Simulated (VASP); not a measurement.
A run of VASP 6.6.1 is set up as follows.

The input POSCAR:

```
MgO                                     
1.0
    0.0000000000      2.1039232589      2.1039232589
    2.1039232589     -0.0000000000      2.1039232589
    2.1039232589      2.1039232589      0.0000000000
  Mg              O             
     1     1
Direct
     0.0000000000000000    0.0000000000000000    0.0000000000000000
     0.5000000000000000    0.5000000000000000    0.5000000000000000
```

File INCAR.step1:

```
PREC = Accurate
ENCUT = 520
EDIFF = 1E-5
ISMEAR = 0
SIGMA = 0.03
LREAL = False
LASPH = True
NELM = 80
ALGO = Normal
LWAVE = True
LCHARG = False
KPAR = 4
GGA = PE
```

Contents of INCAR.step2:

```
PREC = Accurate
ENCUT = 520
EDIFF = 1E-6
ISMEAR = 0
SIGMA = 0.03
LREAL = False
LASPH = True
NELM = 80
ALGO = Normal
ISIF = 3
LWAVE = False
LCHARG = False
GGA = PE
LHFCALC = True
HFSCREEN = 0.2
PRECFOCK = Fast
IBRION = 2
NSW = 25
EDIFFG = -0.01
KPAR = 4
ISTART = 1
```

The input KPOINTS:

```
regular mesh
0
Gamma
  8 8 8
```

Potentials or basis: VASP PAW PBE potentials, release 64 (Mg, O).

The run is started by

```console
$ cat potpaw_PBE.64/Mg/POTCAR potpaw_PBE.64/O/POTCAR > POTCAR
$ cp INCAR.step1 INCAR
$ mpirun -np 4 vasp_std > vasp.out
$ cp INCAR.step2 INCAR
$ mpirun -np 4 vasp_std > vasp.out
```

(1) Estimate the relaxed volume.

(2) Estimate the space group after relaxing (to 0.05 Å).

(3) Estimate the relaxed cell.

(4) Predict the band gap on the k mesh.

Answers

(1) 9.25 Å³/atom.

(2) Fm-3m (No. 225).

(3) a = 2.969 Å, b = 2.969 Å, c = 2.969 Å, α = 60.00°, β = 60.00°, γ = 60.00°.

(4) 6.56 eV, direct.

Caveat: the PAW data sets were made with another functional, which shifts forces and pressure a little.
